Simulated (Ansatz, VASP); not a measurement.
# SiC: VASP beside Ansatz

```
Si C
1.0
     0.00000    2.01716    2.01716
     2.01716    0.00000    2.01716
     2.01716    2.01716    0.00000
Si C
1 1
Cartesian
  0.0000 0.0000 0.0000
  2.0172 2.0172 2.0172
```

Alike in both runs: task relaxation of cell and atoms; functional PBEsol; k mesh 20 × 20 × 20; occupations fermi-dirac, width 0.15 eV; no spin polarisation.

```csv
,VASP,Ansatz
version,VASP 6.6.1,Ansatz 0.2.0
potentials or method,"VASP PAW PBE potentials, release 64 (Si, C)","scalar-relativistic, plane waves, PAW"
plane-wave cutoff (eV),600,420
valence electrons in the cell,8,8
```

```csv
,VASP,Ansatz,Ansatz less VASP
"gap on the k mesh at the Fermi level, each at its own relaxed structure (eV)",none,none,-
relaxed volume (Å³/atom),8.23,8.22,-0.013
relaxed cell length with the largest relative difference (Å),2.856,2.854,-0.0015
```

A gap of «none» marks a metal or a gap that the smearing closes.

Caveats: the PAW data sets were made with another functional, which shifts forces and pressure a little (VASP).
